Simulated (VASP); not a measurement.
Set up this calculation in VASP 6.6.1, as the native input.

| Quantity | Value |
| --- | --- |
| Task | relaxation of the atoms |
| Functional | rev-vdW-DF2 |
| Potentials or basis | VASP PAW PBE potentials, release 64 (Ir) |
| Cutoff | 520 eV |
| k mesh | 11 × 11 × 1 |
| Occupations | fermi-dirac, width 0.05 eV |
| Spin | no spin polarisation |
| Dipole correction | yes |
| Atoms held fixed (from 0) | [0] |
| Further INCAR settings | ALGO = Normal; EDIFF = 1e-06; IBRION = 2; EDIFFG = -0.005; NSW = 60 |

The structure of Ir lies in POSCAR:

```
Ir
1.0
    2.4518400000      0.0000000000      0.0000000000
    0.0000000000      2.4518400000      0.0000000000
    0.0000000000      0.0000000000     23.8000000000
Ir
1
Selective dynamics
Direct
    0.0000000000      0.0000000000      0.2941200000  F F F
```

The cell was built by a generator and needn't be a form met in nature.

The input as run:

INCAR

```
AGGAC = 0.0
ALGO = Normal
DIPOL = 0.5 0.5 0.294
EDIFF = 1E-6
EDIFFG = -0.005
ENCUT = 520
GGA = MK
IBRION = 2
IDIPOL = 3
ISIF = 2
ISMEAR = -1
LASPH = True
LCHARG = False
LDIPOL = True
LREAL = False
LUSE_VDW = True
LWAVE = False
NELM = 80
NSW = 60
PARAM1 = 0.1234
PARAM2 = 0.711357
PREC = Accurate
SIGMA = 0.05
ZAB_VDW = -1.8867
```

KPOINTS

```
k-points
0
Gamma
  11 11 1
```

Potentials or basis: VASP PAW PBE potentials, release 64 (Ir).

Command:

```sh
$ cat potpaw_PBE.64/Ir/POTCAR > POTCAR
$ mpirun -np 1 vasp_std > vasp.out
```

It gave:

```json
{
  "Band gap on the k mesh": "none (metal or under the smearing width)"
}
```

Caveat: the relaxation stopped at its first step, so nothing moved.

Wall time 58 s on 1 thread of AMD EPYC 9R45 96-Core Processor (Zen 5), on a shared host, peak memory 0.51 GiB.
